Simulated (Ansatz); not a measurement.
BaTiO3, space group P4/mmm: relaxations under a series of pressures, run with Ansatz's Python interface.

Script `compress_batio3.py`:
```python
# -*- coding: utf-8 -*-
"""Cell of BaTiO3 under pressure."""

import ansatz as az
import numpy as np
from pymatgen.core import Lattice, Structure
from pymatgen.io.ase import AseAtomsAdaptor

def edges_and_angles(cell):
    cell = np.asarray(cell)
    a, b, c = np.linalg.norm(cell, axis=1)
    cosines = cell[1] @ cell[2] / (b * c), cell[0] @ cell[2] / (a * c), cell[0] @ cell[1] / (a * b)
    return (a, b, c, *np.degrees(np.arccos(cosines)))

pmg_structure = Structure(
    Lattice([(4.112467, 0.0, 0.0), (0.0, 4.112467, 0.0), (0.0, 0.0, 5.035613)]),
    ["Ba", "Ti", "O", "O", "O"],
    [
        (0.0, 0.0, 0.0),
        (0.5, 0.5, 0.5),
        (0.0, 0.5, 0.5),
        (0.5, 0.0, 0.5),
        (0.0, 0.0, 0.5),
    ],
)
system = az.Crystal.from_ase(AseAtomsAdaptor.get_atoms(pmg_structure))

calc = system.calculation()
calc = calc.functional(az.Functional.PBESOL)
calc = calc.occupations("fermi_dirac", width=0.05).scf(tolerance=1e-09)
calc = calc.kpoints(6, 6, 4)

# H = F + PV, with 1 GPa A^3 = 1/160.21766 eV
rows = []
for pressure in [-2, 0, 2, 5, 10]:
    outcome = calc.relax(cell=True, pressure=pressure, force_tolerance=0.005).run(threads=1, pin="off")
    cell = outcome.lattice.cell_ang
    n_atoms = len(outcome.lattice.sites)
    volume = abs(np.linalg.det(cell)) / n_atoms
    enthalpy = outcome.report["free_energy_ev"] / n_atoms + pressure * volume / 160.21766
    rows.append((pressure, volume, enthalpy, *edges_and_angles(cell)))
    print(f"{pressure} GPa done: {volume:.4f} A^3/atom")

print(" P (GPa)  V (A^3/atom)  H (eV/atom)     a       b       c")
for row in rows:
    print("{:8.1f} {:12.4f} {:14.5f} {:7.4f} {:7.4f} {:7.4f}".format(*row[:6]))
p, v = np.array([row[0] for row in rows], float), np.array([row[1] for row in rows])
print("mean bulk modulus between rows (GPa):", np.round(-np.diff(p) / np.diff(np.log(v)), 1))
```

From its runs, with one value withheld:

| P (GPa) | relaxed V (Å³/atom) |
| --- | --- |
| -2 | 16.311 |
| 0 | ? |
| 2 | 15.705 |
| 5 | 15.320 |
| 10 | 14.776 |

What volume does the cell relax to at 0 GPa?

Murnaghan's form V = V0 (1 + B' P / B0)^(-1/B') through the 4 rows shown gives V0 = 15.993 Å³, B0 = 105.8 GPa and B' = 4.34, and so 15.993 Å³ an atom at 0 GPa. The run gave 15.993 Å³, 0.00 % away.

Caveats:
- The run is spin-unpolarised.
- At a fixed pressure a relaxation lowers the enthalpy F + PV, while F alone can rise.
- For a metal this k-point mesh is coarse: on a finer one energies can move by several to tens of meV an atom and pressures by half a GPa or more, differences at one mesh by less.
- The program warned that this SCF threshold is loose for forces or stresses.
- This cell is a computed structure, which may not be the phase found in nature.
- Symmetry holds the cell in this phase, whether or not it is the stable one at each pressure.
- Timing: 2.6 min on 1 thread of Arm Neoverse V2, with other jobs on the host, peak memory 0.55 GiB.
